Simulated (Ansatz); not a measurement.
Ta$_{4}$N$_{5}$: do energies and stresses tell the same story?

These are results of DFT PBEsol, scalar-relativistic, plane waves, PAW in Ansatz 0.2.0, not measurements.

Cutoff 420 eV; k points 10×10×10 on the computed 9-atom cell (Γ-centred); Gaussian smearing, width 0.10 eV; no spin polarisation.

Relaxed cell: I4/m, a = 6.826 Å, b = 6.826 Å, c = 4.254 Å, α = 90.00°, β = 90.00°, γ = 90.00°, 9 atoms in the primitive cell. Whether it is the stable form of this composition wasn't checked.

Energies at zero smearing and pressures from the stress tensor, at volumes with shape and atoms relaxed:
| V (Å³/atom) | E − E(first) (meV/atom) | P (GPa) |
| --- | --- | --- |
| 9.689 | 0.00 | 51.52 |
| 10.019 | -89.35 | 35.56 |
| 10.349 | -148.15 | 21.85 |
| 10.680 | -180.74 | 10.08 |
| 11.010 | -190.84 | 0.00 |
| 11.340 | -181.69 | -8.63 |
| 11.671 | -156.12 | -15.98 |
| 12.111 | -100.66 | -24.07 |

Question: Check P = −dE/dV between neighbouring volumes, and get the bulk modulus from the pressures alone.

Answer: With 1 eV/Å³ = 160.2 GPa:
| middle V (Å³/atom) | −ΔE/ΔV (GPa) | mean P (GPa) |
| --- | --- | --- |
| 9.854 | 43.342 | 43.542 |
| 10.184 | 28.522 | 28.705 |
| 10.514 | 15.806 | 15.967 |
| 10.845 | 4.900 | 5.041 |
| 11.175 | -4.440 | -4.315 |
| 11.505 | -12.403 | -12.302 |
| 11.891 | -20.175 | -20.021 |

The two differ by 0.20 GPa at most. The mean of two end pressures misses the average over a step by about ΔV² P″/12, up to 0.20 GPa here; with that taken off 0.01 GPa remains. Around V = 11.010 Å³/atom, the two neighbours give B = −V ΔP/ΔV = 11.010 × 18.71 / 0.661 = 311.9 GPa, against B0 = 309.5 GPa from the Birch–Murnaghan fit of the energies.

Spin–orbit coupling is left out, which can shift energies with elements as heavy as these.

Energies and stresses describe the same equation of state. The mean pressure lies above the energy slope in every interval, as expected for a convex pressure-volume curve, so the offset comes from averaging rather than from a conflict between the two quantities. The small remainder suggests that Pulay stress from the finite basis is minor here. The central difference also slightly overestimates the slope at equilibrium, because the curvature itself grows on compression, which probably explains much of the gap between 311.9 and 309.5 GPa.

A bulk modulus of this size fits a transition-metal nitride, in which Ta 5d–N 2p covalency, reinforced by ionic attraction, resists changes in bond length. Compression increases orbital overlap and Pauli repulsion together, but the repulsion rises faster, so the pressure climbs more steeply at small volumes than it falls on expansion. This resistance to uniform compression doesn't establish high hardness, which also depends on the response to shear and on plastic deformation.
